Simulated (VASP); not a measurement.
# CdSe (Cadmoselite) (P6_3mc) in VASP: a series of runs

One crystal, CdSe (Cadmoselite), is run at these levels: r2SCAN; tasks: single point.

All numbers are computed with VASP 6.6.1; they aren't measurements. Logs are shortened: lines on timing, memory, paths and dates and some standing lists are left out, and cuts for length are marked.

**Experimental background.**

A printed reference work, data compilation reports, for a bulk crystal of CdSe at 2 K: band gap 1.841 eV.

The runs below are set against these values where they give the same quantity.

## Step 1: The crystal as given

Symmetry: P6_3mc, No. 186, hexagonal system. The conventional cell has a = 4.340 Å, b = 4.340 Å, c = 7.078 Å, α = 90.00°, β = 90.00°, γ = 120.00°. Cd (site symmetry 3m) has 4 Se at 2.66 Å as nearest neighbours. Around Se (site symmetry 3m) lie 4 Cd at 2.66 Å.

## Step 2: Single point, r2SCAN

Input file POSCAR:

```
CdSe
1.0
    4.3400820326      0.0000000000      0.0000000000
   -2.1700410163      3.7586212947      0.0000000000
    0.0000000000      0.0000000000      7.0775544066
Cd Se
2 2
Direct
    0.3333333333      0.6666666667      0.0045326091
    0.6666666667      0.3333333333      0.5045326091
    0.3333333333      0.6666666667      0.3804673909
    0.6666666667      0.3333333333      0.8804673909
```

Input file INCAR.step1:

```
PREC = Accurate
ENCUT = 520
ISMEAR = 0
SIGMA = 0.02
LREAL = False
LASPH = True
NELM = 80
NBANDS = 26
GGA = PE
ALGO = Normal
EDIFF = 1E-4
LWAVE = True
LCHARG = False
```

Input file INCAR.step2:

```
PREC = Accurate
ENCUT = 520
EDIFF = 1E-7
ISMEAR = 0
SIGMA = 0.02
LREAL = False
LASPH = True
NELM = 80
ALGO = Normal
ISIF = 2
LWAVE = False
LCHARG = True
METAGGA = R2SCAN
LMIXTAU = True
LELF = True
LVHAR = True
NBANDS = 26
ISTART = 1
```

Input file KPOINTS:

```
Automatic mesh
0
Gamma
  9 9 4
```

Potentials or basis: VASP PAW PBE potentials, release 64 (Cd, Se).

Command:

```bash
$ cat potpaw_PBE.64/Cd/POTCAR potpaw_PBE.64/Se/POTCAR > POTCAR
$ cp INCAR.step1 INCAR
$ mpirun -np 1 vasp_std > vasp.out
$ cp INCAR.step2 INCAR
$ mpirun -np 1 vasp_std > vasp.out
```

OUTCAR:

```text
PREC = Accurate
   ENCUT = 520
   EDIFF = 1E-7
   ISMEAR = 0
   LREAL = False
   LASPH = True
   NELM = 80
   ISIF = 2
   METAGGA = R2SCAN
   ISTART = 1

 ion  position               nearest neighbor table
   1  0.333  0.667  0.005-   4 2.66   4 2.66   4 2.66   3 2.66
   2  0.667  0.333  0.505-   3 2.66   3 2.66   3 2.66   4 2.66
   3  0.333  0.667  0.380-   2 2.66   2 2.66   2 2.66   1 2.66
   4  0.667  0.333  0.880-   1 2.66   1 2.66   1 2.66   2 2.66

  LATTYP: Found a hexagonal cell.
 ALAT       =     4.3400820326
 C/A-ratio  =     1.6307420812

  Lattice vectors:

 A1 = (   4.3400820326,   0.0000000000,   0.0000000000)
 A2 = (  -2.1700410163,   3.7586212947,   0.0000000000)
 A3 = (   0.0000000000,   0.0000000000,   7.0775544066)

Analysis of symmetry for initial positions (statically):
=====================================================================
 Subroutine PRICEL returns:
 Original cell was already a primitive cell.

 Routine SETGRP: Setting up the symmetry group for a
 hexagonal supercell.

 Subroutine GETGRP returns: Found 12 space group operations
 (whereof  6 operations were pure point group operations)
 out of a pool of 24 trial point group operations.

The static configuration has the point symmetry C_3v.
 The point group associated with its full space group is C_6v.

Analysis of symmetry for dynamics (positions and initial velocities):
=====================================================================
 Subroutine PRICEL returns:
 Original cell was already a primitive cell.

 Routine SETGRP: Setting up the symmetry group for a
 hexagonal supercell.

 Subroutine GETGRP returns: Found 12 space group operations
 (whereof  6 operations were pure point group operations)
 out of a pool of 24 trial point group operations.

The dynamic configuration has the point symmetry C_3v.
 The point group associated with its full space group is C_6v.

 Subroutine INISYM returns: Found 12 space group operations
 (whereof  6 operations are pure point group operations),
 and found     1 'primitive' translations

----------------------------------------------------------------------------------------

                                     Primitive cell

  volume of cell :     115.4542

  direct lattice vectors                    reciprocal lattice vectors
     4.340082033  0.000000000  0.000000000     0.230410391  0.133027502  0.000000000
[... 89 lines left out ...]
   NELM   =     80;   NELMIN=  2; NELMDL=  0     # of ELM steps
   EDIFF  = 0.1E-06   stopping-criterion for ELM
   LREAL  =      F    real-space projection
   EDIFFG = 0.1E-05   stopping-criterion for IOM
   NSW    =      0    number of steps for IOM
   IBRION =     -1    ionic relax: 0-MD 1-quasi-New 2-CG
   NFREE  =      0    steps in history (QN), initial steepest desc. (CG)
   ISIF   =      2    stress and relaxation
   ISYM   =      2    0-nonsym 1-usesym 2-fastsym
   POTIM  = 0.5000    time-step for ionic-motion
   TEBEG  =    0.0;   TEEND  =   0.0 temperature during run
   PSTRESS=    0.0 pullay stress
   NELECT =      36.0000    total number of electrons
   NUPDOWN=      -1.0000    fix difference up-down
   EMIN   =  10.00;   EMAX   =-10.00  energy-range for DOS
   EFERMI =   0.00;   METHOD = LEGACY
   ISMEAR =     0;   SIGMA  =   0.02  broadening in eV -4-tet -1-fermi 0-gaus
   EFERMI_NEDOS =   21; number of points for ismear=-14 and -15
   IALGO  =     38    algorithm
   IMIX   =      4    mixing-type and parameters
     AMIX     =   0.40;   BMIX     =  1.00
     AMIX_MAG =   1.60;   BMIX_MAG =  1.00
  volume/ion in A,a.u.               =      28.86       194.78
  Fermi-wavevector in a.u.,A,eV,Ry     =   1.110126  2.097835 16.767556  1.232381
  Thomas-Fermi vector in A             =   2.246674
   LORBIT       =      0    0 simple, 1 ext, 2 COOP (PROOUT), +10 PAW based schemes
   METAGGA = R2SCAN    functional components
   LHFCALC =     F    Hartree Fock is set to
   AEXX    =    0.0000 exact exchange contribution
   IVDW    =     0    specifies the selected vdW correction
   LEPSILON=     F    determine dielectric tensor
   LRPA    =     F    only Hartree local field effects (RPA)
 non-spin polarized calculation
 Gauss-broadening in eV      SIGMA  =   0.02
  energy-cutoff  :      520.00
  volume of cell :      115.45
 maximum number of plane-waves:      3126
   NGX = 17   NGY = 17   NGZ = 27

 number of electron      35.9999986 magnetization

 Free energy of the ion-electron system (eV)
  ---------------------------------------------------
  ext. energy  EPLUGINS =         0.00000000
  ---------------------------------------------------
  free energy    TOTEN  =       -71.83268601 eV

  energy without entropy =      -71.83268601  energy(sigma->0) =      -71.83268601

 E-fermi :   0.5764     XC(G=0):  -9.2975

 val. band max:        0.4437423489   @ k =   0.0000   0.0000   0.0000
 cond. band min:       1.5381059917   @ k =   0.0000   0.0000   0.0000
 fundamental gap:      1.0943636429
 Fermi energy:         0.5763845040

 k-point     1 :       0.0000    0.0000    0.0000
  band No.  band energies     occupation
      1     -12.4350      2.00000
      2     -12.0726      2.00000
      3      -7.6316      2.00000
      4      -7.6259      2.00000
      5      -7.6259      2.00000
      6      -7.5574      2.00000
[... 685 lines left out ...]
     25       9.6428      0.00000
     26       9.6428      0.00000

 [... further k-points ...]

------------------------ aborting loop because EDIFF is reached ----------------------------------------

  FORCE on cell =-STRESS in cart. coord.  units (eV):
  Direction    XX          YY          ZZ          XY          YZ          ZX
  --------------------------------------------------------------------------------------
  -------------------------------------------------------------------------------------
  Total        0.1756589      0.1756589      0.1799952      0.0000000      0.0000000      0.0000000
  in kB        2.4376477      2.4376477      2.4978243      0.0000000      0.0000000      0.0000000
  external PRESSURE =       2.4577066 kB  Pullay stress =       0.0000000 kB

 VOLUME and BASIS-vectors are now :
 -----------------------------------------------------------------------------
  energy-cutoff  :      520.00
  volume of cell :      115.45
      direct lattice vectors                 reciprocal lattice vectors
     4.340082033  0.000000000  0.000000000     0.230410391  0.133027502  0.000000000
    -2.170041016  3.758621295  0.000000000     0.000000000  0.266055003  0.000000000
     0.000000000  0.000000000  7.077554407     0.000000000  0.000000000  0.141291743

 POSITION                                       TOTAL-FORCE (eV/Angst)
 -----------------------------------------------------------------------------------
     -0.00000      2.50575      0.03208        -0.000000     -0.000000      0.001196
      2.17004      1.25287      3.57086        -0.000000      0.000000      0.001196
     -0.00000      2.50575      2.69278        -0.000000     -0.000000     -0.001196
      2.17004      1.25287      6.23156         0.000000     -0.000000     -0.001196
 -----------------------------------------------------------------------------------
    total drift:                               -0.000000      0.000000      0.002975

  FREE ENERGIE OF THE ION-ELECTRON SYSTEM (eV)
  ---------------------------------------------------
  free  energy   TOTEN  =       -71.8326860092 eV

  energy  without entropy=      -71.8326860092  energy(sigma->0) =      -71.83268601
```

OSZICAR.step1:

```text
N       E                     dE             d eps       ncg     rms          rms(c)
DAV:   1     0.237139472530E+03    0.23714E+03   -0.17068E+04  1880   0.124E+03
DAV:   2     0.958630281049E+00   -0.23618E+03   -0.22857E+03  2054   0.305E+02
DAV:   3    -0.116235743055E+02   -0.12582E+02   -0.12508E+02  2204   0.701E+01
DAV:   4    -0.117299249301E+02   -0.10635E+00   -0.10626E+00  2104   0.613E+00
DAV:   5    -0.117305597936E+02   -0.63486E-03   -0.63484E-03  2148   0.458E-01    0.834E+00
DAV:   6    -0.110059982637E+02    0.72456E+00   -0.12463E+00  2188   0.107E+01    0.662E+00
DAV:   7    -0.109734195290E+02    0.32579E-01   -0.50313E-01  1956   0.359E+00    0.259E+00
DAV:   8    -0.109726401574E+02    0.77937E-03   -0.48846E-02  1958   0.219E+00    0.375E-01
DAV:   9    -0.109727335777E+02   -0.93420E-04   -0.67174E-03  2064   0.927E-01    0.980E-02
DAV:  10    -0.109728956458E+02   -0.16207E-03   -0.77946E-04  1968   0.298E-01    0.712E-02
DAV:  11    -0.109729886231E+02   -0.92977E-04   -0.21790E-04  1642   0.837E-02
   1 F= -.10972989E+02 E0= -.10972989E+02  d E =-.174327E-16
```

Run time: 2.5 min. Hardware: 1 thread of Intel Xeon 6975P-C (Granite Rapids), shared host; peak memory 0.3 GiB.

What came out:

| Property | Result |
| --- | --- |
| Free energy | -71.8327 eV |
| Pressure | 0.2 GPa |
| Band gap on the k mesh | 1.09 eV, direct |

Caveat: the PAW data sets were made with another functional, which shifts forces and pressure a little.

## Step 3: Single point, r2SCAN

POSCAR is that of step 2.

Input file INCAR.step1:

```
SYSTEM = CdSe
ALGO     = Normal         ! electronic algorithm
EDIFF    = 1E-4           ! SCF threshold, eV
ENCUT    = 520            ! plane-wave cutoff, eV
GGA      = PE             ! functional
ISMEAR   = -5             ! smearing method
LASPH    = .TRUE.         ! aspherical terms in the spheres
LCHARG   = .FALSE.        ! write CHGCAR
LREAL    = .FALSE.        ! projectors in reciprocal space
LWAVE    = .TRUE.         ! write WAVECAR
NBANDS   = 26             ! bands
NELM     = 100            ! most SCF steps
PREC     = Accurate       ! precision mode
SIGMA    = 0.02           ! smearing width, eV
```

Input file INCAR.step2:

```
SYSTEM = CdSe
ALGO     = Normal         ! electronic algorithm
EDIFF    = 1E-6           ! SCF threshold, eV
ENCUT    = 520            ! plane-wave cutoff, eV
ISIF     = 2              ! what is computed and relaxed
ISMEAR   = 0              ! smearing method
ISTART   = 1            
LASPH    = .TRUE.         ! aspherical terms in the spheres
LCHARG   = .FALSE.        ! write CHGCAR
LMIXTAU  = .TRUE.       
LORBIT   = 11             ! projections on sites
LREAL    = .FALSE.        ! projectors in reciprocal space
LWAVE    = .FALSE.        ! write WAVECAR
METAGGA  = R2SCAN         ! meta-GGA
NBANDS   = 26             ! bands
NELM     = 100            ! most SCF steps
PREC     = Accurate       ! precision mode
SIGMA    = 0.02           ! smearing width, eV
```

Input file KPOINTS:

```
k-points
0
G
  9 9 4
  0 0 0
```

Potentials or basis: VASP PAW PBE potentials, release 64 (Cd, Se).

Command:

```bash
$ cat potpaw_PBE.64/Cd/POTCAR potpaw_PBE.64/Se/POTCAR > POTCAR
$ cp INCAR.step1 INCAR
$ mpirun -np 1 vasp_std > vasp.out
$ cp INCAR.step2 INCAR
$ mpirun -np 1 vasp_std > vasp.out
```

OUTCAR:

```text
SYSTEM = CdSe
   EDIFF = 1E-6
   ENCUT = 520
   ISIF = 2
   ISMEAR = 0
   ISTART = 1
   LASPH = .TRUE.
   LORBIT = 11
   LREAL = .FALSE.
   METAGGA = R2SCAN
   NELM = 100
   PREC = Accurate

 ion  position               nearest neighbor table
   1  0.333  0.667  0.005-   4 2.66   4 2.66   4 2.66   3 2.66
   2  0.667  0.333  0.505-   3 2.66   3 2.66   3 2.66   4 2.66
   3  0.333  0.667  0.380-   2 2.66   2 2.66   2 2.66   1 2.66
   4  0.667  0.333  0.880-   1 2.66   1 2.66   1 2.66   2 2.66

  LATTYP: Found a hexagonal cell.
 ALAT       =     4.3400820326
 C/A-ratio  =     1.6307420812

  Lattice vectors:

 A1 = (   4.3400820326,   0.0000000000,   0.0000000000)
 A2 = (  -2.1700410163,   3.7586212947,   0.0000000000)
 A3 = (   0.0000000000,   0.0000000000,   7.0775544066)

Analysis of symmetry for initial positions (statically):
=====================================================================
 Subroutine PRICEL returns:
 Original cell was already a primitive cell.

 Routine SETGRP: Setting up the symmetry group for a
[... 185 lines left out ...]
      2     -12.0726      2.00000
      3      -7.6316      2.00000
      4      -7.6259      2.00000
      5      -7.6259      2.00000
      6      -7.5574      2.00000
[... 685 lines left out ...]
     25       9.6428      0.00000
     26       9.6428      0.00000

 [... further k-points ...]

------------------------ aborting loop because EDIFF is reached ----------------------------------------

  FORCE on cell =-STRESS in cart. coord.  units (eV):
  Direction    XX          YY          ZZ          XY          YZ          ZX
  --------------------------------------------------------------------------------------
  -------------------------------------------------------------------------------------
  Total        0.1759229      0.1759229      0.1802866      0.0000000      0.0000000      0.0000000
  in kB        2.4413117      2.4413117      2.5018669      0.0000000      0.0000000      0.0000000
  external PRESSURE =       2.4614967 kB  Pullay stress =       0.0000000 kB

 VOLUME and BASIS-vectors are now :
 -----------------------------------------------------------------------------
  energy-cutoff  :      520.00
  volume of cell :      115.45
      direct lattice vectors                 reciprocal lattice vectors
     4.340082033  0.000000000  0.000000000     0.230410391  0.133027502  0.000000000
    -2.170041016  3.758621295  0.000000000     0.000000000  0.266055003  0.000000000
     0.000000000  0.000000000  7.077554407     0.000000000  0.000000000  0.141291743

 POSITION                                       TOTAL-FORCE (eV/Angst)
 -----------------------------------------------------------------------------------
     -0.00000      2.50575      0.03208        -0.000000     -0.000000      0.001221
      2.17004      1.25287      3.57086         0.000000      0.000000      0.001221
     -0.00000      2.50575      2.69278         0.000000      0.000000     -0.001221
      2.17004      1.25287      6.23156        -0.000000      0.000000     -0.001221
 -----------------------------------------------------------------------------------
    total drift:                               -0.000000      0.000000      0.002958

  FREE ENERGIE OF THE ION-ELECTRON SYSTEM (eV)
  ---------------------------------------------------
  free  energy   TOTEN  =       -71.8326856443 eV

  energy  without entropy=      -71.8326856443  energy(sigma->0) =      -71.83268564

 total charge

# of ion       s       p       d       tot
------------------------------------------
    1        0.416   0.293   9.573  10.281
    2        0.416   0.293   9.573  10.281
    3        1.438   2.442   0.020   3.901
    4        1.438   2.442   0.020   3.901
--------------------------------------------------
tot          3.709   5.469  19.185  28.364
```

It took 1.8 min on 1 thread of Intel Xeon 6975P-C (Granite Rapids), shared host; peak memory 0.29 GiB.

What came out:

| Item | Value |
| --- | --- |
| Free energy | -71.8327 eV |
| Pressure | 0.2 GPa |
| Band gap on the k mesh | 1.09 eV, direct |
| Valence electrons inside the program's atomic spheres | Cd 10.28; Se 3.90 |

Levels at points of the mesh, in eV from the valence-band top:
| k point | band 14 | band 15 | band 16 | band 17 | band 18 | band 19 | band 20 | band 21 | band 22 | band 23 |
| --- | --- | --- | --- | --- | --- | --- | --- | --- | --- | --- |
| (0.00, 0.00, 0.00) | -0.74 | -0.74 | -0.04 | 0.00 | 0.00 | 1.09 | 2.64 | 6.38 | 6.38 | 6.68 |
| (0.00, 0.00, 0.50) | -2.56 | -0.38 | -0.38 | -0.38 | -0.38 | 2.78 | 2.78 | 6.27 | 6.27 | 6.77 |

Caveat: the PAW data sets were made with another functional, which shifts forces and pressure a little.

## Step 4: Single point, r2SCAN

POSCAR is that of step 3.

Input file INCAR.step1:

```
  PREC = Accurate
  ENCUT = 520
  ISMEAR = 0
  SIGMA = 0.02
  LREAL = F
  LASPH = T
  NELM = 100
  NBANDS = 26
  GGA = PE
  ALGO = Normal
  EDIFF = 1E-4
  LWAVE = T
  LCHARG = F
```

Input file INCAR.step2:

```
  PREC = Accurate
  ENCUT = 520
  EDIFF = 1E-6
  ISMEAR = 0
  SIGMA = 0.02
  LREAL = F
  LASPH = T
  NELM = 100
  ALGO = Normal
  ISIF = 2
  LWAVE = F
  LCHARG = F
  METAGGA = R2SCAN
  LMIXTAU = T
  NBANDS = 26
  ISTART = 1
```

Input file KPOINTS:

```
regular mesh
0
Gamma
  9 9 4
```

Command:

```bash
$ cat potpaw_PBE.64/Cd/POTCAR potpaw_PBE.64/Se/POTCAR > POTCAR
$ cp INCAR.step1 INCAR
$ mpirun -np 1 vasp_std > vasp.out
$ cp INCAR.step2 INCAR
$ mpirun -np 1 vasp_std > vasp.out
```

Wall time 1.8 min (1 thread of Intel Xeon 6975P-C (Granite Rapids), shared host); peak memory 0.29 GiB.

The run converged. Its results:

* Free energy: -71.8327 eV
* Pressure: 0.2 GPa
* Band gap on the k mesh: 1.09 eV, direct

Levels at points of the mesh, in eV from the valence-band top:
```
           k point  band 15  band 16  band 17  band 18  band 19  band 20  band 21  band 22
(0.00, 0.00, 0.00)    -0.74    -0.04     0.00     0.00     1.09     2.64     6.38     6.38
(0.00, 0.00, 0.50)    -0.38    -0.38    -0.38    -0.38     2.78     2.78     6.27     6.27
```

Caveat: the PAW data sets were made with another functional, which shifts forces and pressure a little.

## Step 5: Comparison with measurements

Step 2. A measured gap of CdSe is 1.841 eV (2 K; a printed reference work, data compilation); the calculated 1.09 eV misses it by -0.75 eV. Spin-orbit coupling on Cd, Se is left out. The value is that of r2SCAN, without temperature or zero-point motion.

Step 3. A measured gap of CdSe is 1.841 eV (2 K; a printed reference work, data compilation); the calculated 1.09 eV misses it by -0.75 eV. Spin-orbit coupling on Cd, Se is left out. The value is that of r2SCAN, without temperature or zero-point motion.

Step 4. Measured gap of CdSe: 1.841 eV (2 K; a printed reference work, data compilation). This calculation gives 1.09 eV (-0.75 eV). Spin-orbit coupling on Cd, Se is left out. The value is that of r2SCAN, without temperature or zero-point motion.
